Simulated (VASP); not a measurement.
# MgO (P-6m2) in VASP: a series of runs

One crystal, MgO, is run at these levels: PBE; tasks: single point.

All numbers are computed with VASP 6.6.1; they aren't measurements. Logs are shortened: lines on timing, memory, paths and dates and some standing lists are left out, and cuts for length are marked.

### Step 1. The crystal as given

It takes space group P-6m2 (No. 187, hexagonal). Conventional cell: a = 2.938 Å, b = 2.938 Å, c = 2.680 Å, α = 90.00°, β = 90.00°, γ = 120.00°. Mg (site symmetry -6m2) is surrounded by 6 O at 2.16 Å. O (site symmetry -6m2) has 6 Mg at 2.16 Å as nearest neighbours.

Measurements of this composition are mostly on another form, of space group No. 225.

### Step 2. Single point, PBE

INCAR

```
ADDGRID = False
ALGO = Normal
EDIFF = 1E-7
ENCUT = 900
GGA = PE
ISIF = 2
ISMEAR = 0
LASPH = True
LCHARG = False
LREAL = False
LWAVE = False
NELM = 100
PREC = Accurate
SIGMA = 0.05
```

KPOINTS

```
k-points
0
Gamma
  4 4 4
```

POSCAR

```
MgO
1.0
    2.9380209034      0.0000000000      0.0000000000
   -1.4690104517      2.5444007392      0.0000000000
    0.0000000000      0.0000000000      2.6796800000
Mg O
1 1
Direct
    0.0000000000      0.0000000000      0.0000000000
    0.3333333333      0.6666666667      0.5000000000
```

Potentials or basis: VASP PAW PBE potentials, release 64 (Mg, O_h).

Launch:

```sh
$ cat potpaw_PBE.64/Mg/POTCAR potpaw_PBE.64/O_h/POTCAR > POTCAR
$ mpirun -np 1 vasp_std > vasp.out
```

OUTCAR:

```text
EDIFF = 1E-7
   ENCUT = 900
   GGA = PE
   ISIF = 2
   ISMEAR = 0
   LASPH = True
   LREAL = False
   NELM = 100
   PREC = Accurate

 Found     12 irreducible k-points:

 Following reciprocal coordinates:
            Coordinates               Weight
  0.000000  0.000000  0.000000      1.000000
  0.250000  0.000000  0.000000      6.000000
  0.500000  0.000000  0.000000      3.000000
  0.250000  0.250000  0.000000      6.000000
  0.000000  0.000000  0.250000      2.000000
  0.250000  0.000000  0.250000     12.000000
   k-points           NKPTS =     12   k-points in BZ     NKDIM =     12   number of bands    NBANDS=      8
   number of dos      NEDOS =    301   number of ions     NIONS =      2
   total plane-waves  NPLWV =  25200
   dimension x,y,z NGX =    30 NGY =   30 NGZ =   28
   dimension x,y,z NGXF=    60 NGYF=   60 NGZF=   56
   ions per type =               1   1
   NGX,Y,Z   is equivalent  to a cutoff of  16.98, 16.98, 17.37 a.u.
   NGXF,Y,Z  is equivalent  to a cutoff of  33.95, 33.95, 34.74 a.u.
 SYSTEM =  unknown system
   PREC   = accura    normal or accurate (medium, high low for compatibility)
   ISTART =      0    job   : 0-new  1-cont  2-samecut
   ICHARG =      2    charge: 1-file 2-atom 10-const
   ISPIN  =      1    spin polarized calculation?
   LNONCOLLINEAR =      F non collinear calculations
   LSORBIT =      F    spin-orbit coupling
   LASPH  =      T    aspherical Exc in radial PAW
   ENCUT  =  900.0 eV  66.15 Ry    8.13 a.u.   7.19  7.19  6.55*2*pi/ulx,y,z
   NELM   =    100;   NELMIN=  2; NELMDL= -5     # of ELM steps
   EDIFF  = 0.1E-06   stopping-criterion for ELM
   LREAL  =      F    real-space projection
   EDIFFG = 0.1E-05   stopping-criterion for IOM
   NSW    =      0    number of steps for IOM
   IBRION =     -1    ionic relax: 0-MD 1-quasi-New 2-CG
   NFREE  =      0    steps in history (QN), initial steepest desc. (CG)
   ISIF   =      2    stress and relaxation
   ISYM   =      2    0-nonsym 1-usesym 2-fastsym
   POTIM  = 0.5000    time-step for ionic-motion
   TEBEG  =    0.0;   TEEND  =   0.0 temperature during run
   PSTRESS=    0.0 pullay stress
   NELECT =       8.0000    total number of electrons
   NUPDOWN=      -1.0000    fix difference up-down
   EMIN   =  10.00;   EMAX   =-10.00  energy-range for DOS
   EFERMI =   0.00;   METHOD = LEGACY
   ISMEAR =     0;   SIGMA  =   0.05  broadening in eV -4-tet -1-fermi 0-gaus
   EFERMI_NEDOS =   21; number of points for ismear=-14 and -15
   IALGO  =     38    algorithm
   IMIX   =      4    mixing-type and parameters
     AMIX     =   0.40;   BMIX     =  1.00
     AMIX_MAG =   1.60;   BMIX_MAG =  1.00
  volume/ion in A,a.u.               =      10.02        67.59
  Fermi-wavevector in a.u.,A,eV,Ry     =   1.205583  2.278221 19.775115  1.453430
  Thomas-Fermi vector in A             =   2.341275
   LORBIT       =      0    0 simple, 1 ext, 2 COOP (PROOUT), +10 PAW based schemes
   GGA     = PE    functional components
   LHFCALC =     F    Hartree Fock is set to
   AEXX    =    0.0000 exact exchange contribution
   IVDW    =     0    specifies the selected vdW correction
   LEPSILON=     F    determine dielectric tensor
   LRPA    =     F    only Hartree local field effects (RPA)
 non-spin polarized calculation
 Gauss-broadening in eV      SIGMA  =   0.05
  energy-cutoff  :      900.00
  volume of cell :       20.03
 maximum number of plane-waves:      1252
 NGX is ok and might be reduce to    30
   NGX = 15   NGY = 15   NGZ = 13

 number of electron       7.9999998 magnetization

 Free energy of the ion-electron system (eV)
  ---------------------------------------------------
  ext. energy  EPLUGINS =         0.00000000
  ---------------------------------------------------
  free energy    TOTEN  =       -11.21528641 eV

  energy without entropy =      -11.21528641  energy(sigma->0) =      -11.21528641

 E-fermi :   3.8901     XC(G=0): -10.7326

 val. band max:        3.6653363336   @ k =   0.2500   0.2500   0.0000
 cond. band min:       6.6960092380   @ k =   0.0000   0.0000   0.0000
 fundamental gap:      3.0306729044
 Fermi energy:         3.8901278848

 k-point     1 :       0.0000    0.0000    0.0000
  band No.  band energies     occupation
      1     -13.7226      2.00000
      2       3.1082      2.00000
      3       3.1082      2.00000
      4       3.3105      2.00000
      5       6.6960      0.00000
      6      15.5645      0.00000
      7      19.2554      0.00000
      8      19.2554      0.00000

 k-point     2 :       0.2500    0.0000    0.0000
  band No.  band energies     occupation
      1     -13.2422      2.00000
      2       0.5543      2.00000
      3       2.7332      2.00000
      4       3.4819      2.00000
      5       9.0646      0.00000
      6      14.6909      0.00000
      7      17.5036      0.00000
      8      20.5228      0.00000

 k-point     3 :       0.5000    0.0000    0.0000
  band No.  band energies     occupation
      1     -12.6880      2.00000
      2      -1.1758      2.00000
      3       2.3942      2.00000
      4       3.6645      2.00000
      5      10.2902      0.00000
      6      14.2318      0.00000
      7      16.7845      0.00000
      8      21.4884      0.00000

 k-point     4 :       0.2500    0.2500    0.0000
  band No.  band energies     occupation
      1     -12.6987      2.00000
      2      -0.4783      2.00000
      3       1.2239      2.00000
      4       3.6653      2.00000
      5      11.3637      0.00000
      6      14.1421      0.00000
      7      16.6411      0.00000
      8      21.7304      0.00000

 k-point     5 :       0.0000    0.0000    0.2500
  band No.  band energies     occupation
      1     -13.2318      2.00000
      2       0.3733      2.00000
      3       3.3538      2.00000
      4       3.3538      2.00000
      5       8.9977      0.00000
      6      15.3424      0.00000
      7      20.0365      0.00000
      8      20.0365      0.00000

 k-point     6 :       0.2500    0.0000    0.2500
  band No.  band energies     occupation
      1     -12.8115      2.00000
      2       0.6348      2.00000
      3       1.4964      2.00000
      4       2.9751      2.00000
      5      10.3790      0.00000
      6      14.8659      0.00000
      7      17.9801      0.00000
      8      20.3016      0.00000

 [... further k-points ...]

------------------------ aborting loop because EDIFF is reached ----------------------------------------

  FORCE on cell =-STRESS in cart. coord.  units (eV):
  Direction    XX          YY          ZZ          XY          YZ          ZX
  --------------------------------------------------------------------------------------
  -------------------------------------------------------------------------------------
  Total       -0.1336143     -0.1336143     -0.1408881      0.0000000     -0.0000000      0.0000000
  in kB      -10.6866121    -10.6866121    -11.2683782      0.0000000     -0.0000000      0.0000000
  external PRESSURE =     -10.8805341 kB  Pullay stress =       0.0000000 kB

 VOLUME and BASIS-vectors are now :
 -----------------------------------------------------------------------------
  energy-cutoff  :      900.00
  volume of cell :       20.03
      direct lattice vectors                 reciprocal lattice vectors
     2.938020903  0.000000000  0.000000000     0.340365175  0.196509926  0.000000000
    -1.469010452  2.544400739  0.000000000     0.000000000  0.393019851  0.000000000
     0.000000000  0.000000000  2.679680000     0.000000000  0.000000000  0.373178887

 POSITION                                       TOTAL-FORCE (eV/Angst)
 -----------------------------------------------------------------------------------
      0.00000      0.00000      0.00000        -0.000000     -0.000000      0.000000
     -0.00000      1.69627      1.33984         0.000000      0.000000      0.000000
 -----------------------------------------------------------------------------------
    total drift:                                0.000000     -0.000000     -0.000000

  FREE ENERGIE OF THE ION-ELECTRON SYSTEM (eV)
  ---------------------------------------------------
  free  energy   TOTEN  =       -11.2152864087 eV

  energy  without entropy=      -11.2152864087  energy(sigma->0) =      -11.21528641
```

Wall time 6.1 s (1 thread of AMD EPYC 7R13 (Zen 3), shared host); peak memory 0.13 GiB.

The run converged, but some of its settings lie outside the range that counts as converged, so its numbers aren't taken as properties of the crystal.

Results:

```
Free energy            : -11.2153 eV
Pressure               : -1.1 GPa
Band gap on the k mesh : 3.03 eV, indirect (least direct gap 3.39 eV)
```

Caveat: the k mesh is coarse (spacing up to 0.62 Å⁻¹), so the values aren't converged; the cutoff is under 1.25 times the usual one of these potentials, so pressure, stress and relaxed cells hold a basis-set (Pulay) error.

### Step 3. Single point, PBE

INCAR is that of step 2.

KPOINTS is that of step 2.

POSCAR

```
MgO
1.0
    2.9380209034      0.0000000000      0.0000000000
   -1.4690104517      2.5444007392      0.0000000000
    0.0000000000      0.0000000000      2.6796800000
Mg O
1 1
Direct
   -0.0050010000     -0.0013850000      0.0023980000
    0.2972290000      0.6917140000      0.5132270000
```

Potentials or basis: VASP PAW PBE potentials, release 64 (Mg, O_h).

Launch:

```sh
$ cat potpaw_PBE.64/Mg/POTCAR potpaw_PBE.64/O_h/POTCAR > POTCAR
$ mpirun -np 1 vasp_std > vasp.out
```

Run time: 12 s. Hardware: 1 thread of AMD EPYC 7R13 (Zen 3), shared host; peak memory 0.14 GiB.

The run converged, but some of its settings lie outside the range that counts as converged, so its numbers aren't taken as properties of the crystal.

What came out:

| Quantity | Value |
| --- | --- |
| Free energy | -11.1699 eV |
| Pressure | 0.5 GPa |
| Largest force | 0.666 eV/Å |
| Band gap on the k mesh | 2.91 eV, indirect (least direct gap 3.39 eV) |

Caveat: the k mesh is coarse (spacing up to 0.62 Å⁻¹), so the values aren't converged; the cutoff is under 1.25 times the usual one of these potentials, so pressure, stress and relaxed cells hold a basis-set (Pulay) error.

### Step 4. Single point, PBE

Changes to INCAR since step 3:

```diff
@@ -3,3 +3,3 @@
 EDIFF = 1E-7
-ENCUT = 900
+ENCUT = 1100
 GGA = PE
```

KPOINTS is that of step 3.

POSCAR

```
MgO
1.0
    2.9380209034      0.0000000000      0.0000000000
   -1.4690104517      2.5444007392      0.0000000000
    0.0000000000      0.0000000000      2.6796800000
Mg O
1 1
Direct
    0.0000000000      0.0000000000      0.0000000000
    0.3333333333      0.6666666667      0.5000000000
```

Launch:

```sh
$ cat potpaw_PBE.64/Mg/POTCAR potpaw_PBE.64/O_h/POTCAR > POTCAR
$ mpirun -np 1 vasp_std > vasp.out
```

Wall time 7.4 s (1 thread of AMD EPYC 7R13 (Zen 3), shared host); peak memory 0.15 GiB.

The run converged, but some of its settings lie outside the range that counts as converged, so its numbers aren't taken as properties of the crystal.

Results:

```yaml
Free_energy: -11.2161 eV
Pressure: -0.6 GPa
Band_gap_on_the_k_mesh: 3.03 eV, indirect (least direct gap 3.39 eV)
```

Caveat: the k mesh is coarse (spacing up to 0.62 Å⁻¹), so the values aren't converged.

### Step 5. Single point, PBE

INCAR is that of step 4.

KPOINTS is that of step 4.

POSCAR

```
MgO
1.0
    2.9380209034      0.0000000000      0.0000000000
   -1.4690104517      2.5444007392      0.0000000000
    0.0000000000      0.0000000000      2.6796800000
Mg O
1 1
Direct
   -0.0050010000     -0.0013850000      0.0023980000
    0.2972290000      0.6917140000      0.5132270000
```

Launch:

```sh
$ cat potpaw_PBE.64/Mg/POTCAR potpaw_PBE.64/O_h/POTCAR > POTCAR
$ mpirun -np 1 vasp_std > vasp.out
```

Run time: 16 s. Hardware: 1 thread of AMD EPYC 7R13 (Zen 3), shared host; peak memory 0.16 GiB.

These settings aren't checked as converged: the numbers below hold their error.

What came out:

* Free energy: -11.1707 eV
* Pressure: 0.9 GPa
* Largest force: 0.665 eV/Å
* Band gap on the k mesh: 2.91 eV, indirect (least direct gap 3.39 eV)

Caveat: the k mesh is coarse (spacing up to 0.62 Å⁻¹), so the values aren't converged.

### Step 6. The reference run

An earlier run on the cell as given: functional PBE; potentials or basis VASP PAW PBE potentials, release 64 (Mg, O); cutoff 520 eV; k mesh 10 × 10 × 10; occupations fermi-dirac, width 0.05 eV; no spin polarisation.

* Pressure: -0.7 GPa
* Band gap on the k mesh: 3.01 eV, indirect (least direct gap 3.40 eV)
